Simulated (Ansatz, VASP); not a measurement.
Cu in VASP and in Ansatz

The input INCAR:

```
SYSTEM = Cu
PREC     = Accurate       ! precision mode
ENCUT    = 520            ! plane-wave cutoff, eV
EDIFF    = 1E-6           ! SCF threshold, eV
ISMEAR   = -1             ! smearing method
SIGMA    = 0.1            ! smearing width, eV
LREAL    = .False.        ! projectors in reciprocal space
LASPH    = .True.         ! aspherical terms in the spheres
NELM     = 100            ! most SCF steps
ALGO     = Normal         ! electronic algorithm
ISIF     = 2              ! what is computed and relaxed
LWAVE    = .False.        ! write WAVECAR
LCHARG   = .True.         ! write CHGCAR
GGA      = RP             ! functional
LELF     = .True.         ! ELF
LVHAR    = .True.       
NBANDS   = 12             ! bands
```

KPOINTS

```
regular mesh
0
Gamma
  14 14 14
  0 0 0
```

The input POSCAR:

```
Cu
1.0
    2.3373463899      0.0000000000      0.0000000000
    0.0000000000      2.3373463899      0.0000000000
    0.0000000000      0.0000000000      2.3373463899
Cu
1
Direct
    0.0000000000      0.0000000000      0.0000000000
```

Input for Ansatz:

```yaml
crystal:
  lattice:
    - [2.3373463899, 0.0, 0.0]
    - [0.0, 2.3373463899, 0.0]
    - [0.0, 0.0, 2.3373463899]
  atoms:
    - { symbol: Cu, position: [0.0, 0.0, 0.0] }
hamiltonian:
  xc: rpbe
  pseudopotentials:
    kind: paw
    azcp:
      Cu: "pseudopotentials/Cu.paw.azcp"
basis:
  ecutwfc: 420
  fft_grid_basis: typed
kpoints:
  mp_grid: { grid: [14, 14, 14], shift: [0, 0, 0] }
magnetization:
  spin_polarized: false
scf:
  occupations: { method: fermi_dirac, width: 0.1 }
  lower_state_search: "off"
output:
  stress: true
  write_density: true
  write_potential: true
  elf: true
  volumetric_format: npy
```

Alike in both runs: task single point; functional RPBE; k mesh 14 × 14 × 14; occupations fermi-dirac, width 0.1 eV; no spin polarisation.

|  | VASP | Ansatz |
| --- | --- | --- |
| version | VASP 6.6.1 | Ansatz 0.2.0 |
| potentials or method | VASP PAW PBE potentials, release 64 (Cu) | plane waves (420 eV) with PAW, scalar-relativistic |
| plane-wave cutoff (eV) | 520 | 420 |
| valence electrons in the cell | 11 | 19 |

|  | VASP | Ansatz | Ansatz less VASP |
| --- | --- | --- | --- |
| pressure (GPa) | 16.2 | 15.6 | -0.65 |

With one functional, cell and mesh, what is left measures potentials, basis and numerics. The two sets of potentials don't hold the same shells in valence.

Caveats: so large a pressure means that the cell lies far from this level's equilibrium, or that cutoff or potentials fall short (VASP); the potentials were made for another functional, which shifts forces and pressure (VASP).
